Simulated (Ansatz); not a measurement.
Volumes and bulk moduli along the 5d metals

Computed with DFT, PBE, plane waves (420 eV) with PAW, scalar-relativistic (Ansatz).

Each structure is relaxed within its symmetry, in the lowest magnetic state of the tried starts. B₀ comes from uniform scaling at fixed shape; a dash is a value not given. Some of these cells lie far above the measured volume under this functional.

```
element                structure  V (Å³/atom)  B₀ (GPa)     magnetic state
     Lu                      hcp        29.17        46  spin not included
     Hf                      hcp        22.56       107  spin not included
     Ta                      bcc        18.32       194  spin not included
      W                      bcc        16.14       303  spin not included
     Re                        ?            ?         ?                  ?
     Os                      hcp        14.28       397  spin not included
     Ir                      fcc        14.51       348       non-magnetic
     Pt                      fcc        15.66       248  spin not included
     Au                      fcc        17.95       139  spin not included
     Hg  alpha-Hg (rhombohedral)        29.55         -  spin not included
```

Problem. Fill in the row of Re.

Solution. structure: hcp; V (Å³/atom): 14.95; B₀ (GPa): 364; magnetic state: spin not included.
